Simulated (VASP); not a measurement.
# LiBr (strained rocksalt): a PBE single-point calculation in VASP

INCAR

```
NSW = 0
ISMEAR = -1
EDIFF = 1E-7
PREC = Accurate
GGA = PE
LREAL = .FALSE.
SIGMA = 0.02
IBRION = -1
LWAVE = .FALSE.
LCHARG = .FALSE.
LASPH = .TRUE.
ENCUT = 520
NELM = 120
NBANDS = 12
ISIF = 2
```

KPOINTS

```
KPOINTS created by Atomic Simulation Environment
0
Gamma
8 8 8
0 0 0
```

KPOINTS_OPT

```
special points
7
Reciprocal
0.0000000000 0.0000000000 0.0000000000 1
0.5000000000 0.0000000000 0.5000000000 1
0.6250000000 0.2500000000 0.6250000000 1
0.3750000000 0.3750000000 0.7500000000 1
0.5000000000 0.5000000000 0.5000000000 1
0.5000000000 0.2500000000 0.7500000000 1
0.0750000000 0.0750000000 0.1500000000 1
```

POSCAR

```
Li Br
 1.0000000000000000
     0.0000000000000000    2.6968278319999999    2.6968278319999999
     2.6968278319999999    0.0000000000000000    2.6968278319999999
     2.6968278319999999    2.6968278319999999    0.0000000000000000
 Li  Br
   1   1
Cartesian
  0.0000000000000000  0.0000000000000000  0.0000000000000000
  2.6968278319999999  2.6968278319999999  2.6968278319999999
```

VASP ran with the recommended PBE PAW datasets (10 valence electrons in the cell).

Command

```
mpirun -np 1 vasp_std
```

OSZICAR

```
N       E                     dE             d eps       ncg     rms          rms(c)
DAV:   1     0.404642639729E+02    0.40464E+02   -0.39542E+03   696   0.752E+02
DAV:   2    -0.407533465763E+01   -0.44540E+02   -0.43197E+02   856   0.138E+02
DAV:   3    -0.658810023095E+01   -0.25128E+01   -0.25055E+01   944   0.330E+01
DAV:   4    -0.665353882659E+01   -0.65439E-01   -0.65416E-01   932   0.526E+00
DAV:   5    -0.665413477700E+01   -0.59595E-03   -0.59594E-03   936   0.503E-01    0.202E+00
DAV:   6    -0.662530183008E+01    0.28833E-01   -0.54131E-02   840   0.110E+00    0.124E+00
DAV:   7    -0.662762191610E+01   -0.23201E-02   -0.36232E-02   988   0.100E+00    0.430E-01
DAV:   8    -0.662967835913E+01   -0.20564E-02   -0.38368E-03   824   0.393E-01    0.595E-02
DAV:   9    -0.662966958514E+01    0.87740E-05   -0.89523E-05   816   0.666E-02    0.218E-02
DAV:  10    -0.662969035547E+01   -0.20770E-04   -0.42047E-05   832   0.427E-02    0.115E-02
DAV:  11    -0.662969411879E+01   -0.37633E-05   -0.41113E-06   876   0.119E-02    0.496E-03
DAV:  12    -0.662969414131E+01   -0.22514E-07   -0.24909E-07   832   0.351E-03
   1 F= -.66296941E+01 E0= -.66296941E+01  d E =-.339286E-12
       N       E                     dE             ncg
DAV:   1     0.379909687054E+02   -0.23079E+04      168
DAV:   2    -0.255343021423E+03   -0.29333E+03      220
DAV:   3    -0.270202961686E+03   -0.14860E+02      236
DAV:   4    -0.270388306358E+03   -0.18534E+00      208
DAV:   5    -0.270392960206E+03   -0.46538E-02      232
DAV:   6    -0.270392986318E+03   -0.26112E-04      216
DAV:   7    -0.270392986799E+03   -0.48098E-06      232
DAV:   8    -0.270392986808E+03   -0.92517E-08      164
```

From OUTCAR

```
k-points           NKPTS =     29   k-points in BZ     NKDIM =     29   number of bands    NBANDS=     12

   NELECT =      10.0000    total number of electrons

   dimension x,y,z NGX =    28 NGY =   28 NGZ =   28
   dimension x,y,z NGXF=    56 NGYF=   56 NGZF=   56

  energy-cutoff  :      520.00
  volume of cell :       39.23
      direct lattice vectors                 reciprocal lattice vectors
     0.000000000  2.696827832  2.696827832    -0.185403011  0.185403011  0.185403011
     2.696827832  0.000000000  2.696827832     0.185403011 -0.185403011  0.185403011
     2.696827832  2.696827832  0.000000000     0.185403011  0.185403011 -0.185403011

 k-points in reciprocal lattice and weights: KPOINTS created by Atomic Simulation Env
   0.00000000  0.00000000  0.00000000       0.002
   0.12500000  0.00000000  0.00000000       0.016
   0.25000000  0.00000000  0.00000000       0.016
   0.37500000  0.00000000  0.00000000       0.016
   0.50000000  0.00000000  0.00000000       0.008
   0.12500000  0.12500000  0.00000000       0.012
   0.25000000  0.12500000  0.00000000       0.047
   0.37500000  0.12500000  0.00000000       0.047
   ...

 E-fermi :   1.2440

 k-point     1 :       0.0000    0.0000    0.0000
  band No.  band energies     occupation
      1     -43.5829      2.00000
      2     -12.9014      2.00000
      3       0.7408      2.00000
      4       0.7408      2.00000
      5       0.7408      2.00000
      6       5.9603      0.00000
      7      11.2840      0.00000
      8      11.2840      0.00000
      9      11.2840      0.00000
     10      13.2432      0.00000
     11      13.2434      0.00000
     12      13.2434      0.00000

 k-point     2 :       0.1250    0.0000    0.0000
  band No.  band energies     occupation
      1     -43.5827      2.00000
      2     -12.8288      2.00000
      3       0.1071      2.00000
      4       0.6937      2.00000
      5       0.6937      2.00000
      6       6.4922      0.00000
      7      10.5712      0.00000
      8      11.1459      0.00000
      9      11.1459      0.00000
     10      12.2751      0.00000
     11      12.2751      0.00000
     12      13.6083      0.00000

 k-point     3 :       0.2500    0.0000    0.0000
  band No.  band energies     occupation
      1     -43.5822      2.00000
      2     -12.6439      2.00000
      3      -1.0770      2.00000
      4       0.5870      2.00000
      5       0.5870      2.00000
      6       6.8802      0.00000
      7       9.9941      0.00000
      8       9.9942      0.00000
      9      10.7323      0.00000
     10      13.2259      0.00000
     11      13.2260      0.00000
     12      14.0040      0.00000

 k-point     4 :       0.3750    0.0000    0.0000
  band No.  band energies     occupation
      1     -43.5817      2.00000
      2     -12.4431      2.00000
      3      -2.0334      2.00000
      4       0.4893      2.00000
      5       0.4893      2.00000
      6       6.5732      0.00000
      7       9.1462      0.00000
      8       9.1463      0.00000
      9      12.2201      0.00000
     10      14.4865      0.00000
     11      15.0604      0.00000
     12      15.0604      0.00000

 k-point     5 :       0.5000    0.0000    0.0000
  band No.  band energies     occupation
      1     -43.5815      2.00000
      2     -12.3545      2.00000
      3      -2.3933      2.00000
      4       0.4512      2.00000
      5       0.4512      2.00000
      6       6.3938      0.00000
      7       8.8545      0.00000
      8       8.8546      0.00000
      9      13.1138      0.00000
     10      15.0454      0.00000
     11      16.7752      0.00000
     12      16.7752      0.00000

 k-point     6 :       0.1250    0.1250    0.0000
  band No.  band energies     occupation
      1     -43.5826      2.00000
      2     -12.8039      2.00000
      3       0.1676      2.00000
      4       0.5249      2.00000
      5       0.5249      2.00000
      6       6.7926      0.00000
      7      10.2697      0.00000
      8      10.6505      0.00000
      9      11.4127      0.00000
     10      11.4127      0.00000
     11      14.1610      0.00000
     12      14.1611      0.00000

 k-point     7 :       0.2500    0.1250    0.0000
  band No.  band energies     occupation
      1     -43.5822      2.00000
      2     -12.6542      2.00000
      3      -0.7560      2.00000
      4       0.3393      2.00000
      5       0.4148      2.00000
      6       7.5064      0.00000
      7       9.5346      0.00000
      8       9.8121      0.00000
      9      11.0255      0.00000
     10      12.1427      0.00000
     11      14.2021      0.00000
     12      14.8381      0.00000

 k-point     8 :       0.3750    0.1250    0.0000
  band No.  band energies     occupation
      1     -43.5817      2.00000
      2     -12.4542      2.00000
      3      -1.7327      2.00000
      4       0.2048      2.00000
      5       0.2425      2.00000
      6       7.3668      0.00000
      7       8.8803      0.00000
      8      10.0590      0.00000
      9      10.8485      0.00000
     10      13.4707      0.00000
     11      15.6194      0.00000
     12      15.7486      0.00000

 k-point     9 :       0.5000    0.1250    0.0000
  band No.  band energies     occupation
      1     -43.5814      2.00000
      2     -12.3234      2.00000
      3      -2.2575      2.00000
      4      -0.0211      2.00000
      5       0.2815      2.00000
      6       7.0689      0.00000
      7       8.7468      0.00000
      8       9.3706      0.00000
      9      12.4049      0.00000
     10      14.5117      0.00000
     11      16.6367      0.00000
     12      16.8812      0.00000

 k-point    10 :      -0.3750    0.1250    0.0000
  band No.  band energies     occupation
      1     -43.5815      2.00000
      2     -12.3540      2.00000
      3      -2.1323      2.00000
      4      -0.1295      2.00000
      5       0.4354      2.00000
      6       7.0943      0.00000
      7       9.0827      0.00000
      8       9.1685      0.00000
      9      12.1587      0.00000
     10      14.8302      0.00000
     11      15.0358      0.00000
     12      16.8462      0.00000

 k-point    11 :      -0.2500    0.1250    0.0000
  band No.  band energies     occupation
      1     -43.5819      2.00000
      2     -12.5233      2.00000
      3      -1.4186      2.00000
      4      -0.0460      2.00000
      5       0.6237      2.00000
      6       7.3620      0.00000
      7       9.5146      0.00000
      8       9.7143      0.00000
      9      10.7105      0.00000
     10      12.9746      0.00000
     11      14.5461      0.00000
     12      15.6777      0.00000

 k-point    12 :      -0.1250    0.1250    0.0000
  band No.  band energies     occupation
      1     -43.5824      2.00000
      2     -12.7177      2.00000
      3      -0.4804      2.00000
      4       0.2749      2.00000
      5       0.7355      2.00000
      6       7.1180      0.00000
      7       9.9948      0.00000
      8      10.3911      0.00000
      9      10.7231      0.00000
     10      11.8823      0.00000
     11      13.8217      0.00000
     12      14.0537      0.00000

 k-point    13 :       0.2500    0.2500    0.0000
  band No.  band energies     occupation
      1     -43.5820      2.00000
      2     -12.5490      2.00000
      3      -0.9839      2.00000
      4       0.0551      2.00000
      5       0.0551      2.00000
      6       8.1810      0.00000
      7       8.9252      0.00000
      8       9.2634      0.00000
      9      12.0035      0.00000
     10      12.0035      0.00000
     11      15.1167      0.00000
     12      16.4038      0.00000

 k-point    14 :       0.3750    0.2500    0.0000
  band No.  band energies     occupation
      1     -43.5815      2.00000
      2     -12.3805      2.00000
      3      -1.6326      2.00000
      4      -0.2612      2.00000
      5      -0.1094      2.00000
      6       7.8837      0.00000
      7       8.7922      0.00000
      8       9.8311      0.00000
      9      11.6336      0.00000
     10      12.9793      0.00000
     11      16.3365      0.00000
     12      17.4528      0.00000

 k-point    15 :       0.5000    0.2500    0.0000
  band No.  band energies     occupation
      1     -43.5813      2.00000
      2     -12.2455      2.00000
      3      -2.0249      2.00000
      4      -0.7377      2.00000
      5      -0.0819      2.00000
      6       7.6001      0.00000
      7       9.2806      0.00000
      8      10.7149      0.00000
      9      10.7245      0.00000
     10      13.8677      0.00000
     11      17.2721      0.00000
     12      17.6669      0.00000

 ...

  Total        0.4603304      0.4603304      0.4603304     -0.0000000      0.0000000      0.0000000
  in kB       18.8014172     18.8014172     18.8014172     -0.0000000      0.0000000      0.0000000
  external PRESSURE =      18.8014172 kB  Pullay stress =       0.0000000 kB

 POSITION                                       TOTAL-FORCE (eV/Angst)
 -----------------------------------------------------------------------------------
      0.00000      0.00000      0.00000        -0.000000     -0.000000      0.000000
      2.69683      2.69683      2.69683         0.000000      0.000000     -0.000000
 -----------------------------------------------------------------------------------
    total drift:                                0.000000      0.000000      0.000000

  FREE ENERGIE OF THE ION-ELECTRON SYSTEM (eV)
  ---------------------------------------------------
  free  energy   TOTEN  =        -6.6296941413 eV

  energy  without entropy=       -6.6296941413  energy(sigma->0) =       -6.62969414
```

```json
{
 "gap between bands v and c": "5.21 eV",
 "least direct gap": "5.22 eV",
 "pressure": "1.9 GPa"
}
```

Band v is the last that the valence electrons fill when counted band by band, and c is the next.

The run took about 20 s on one core of a shared host (Intel Xeon Platinum 8488C) and held 0.16 GiB at most.
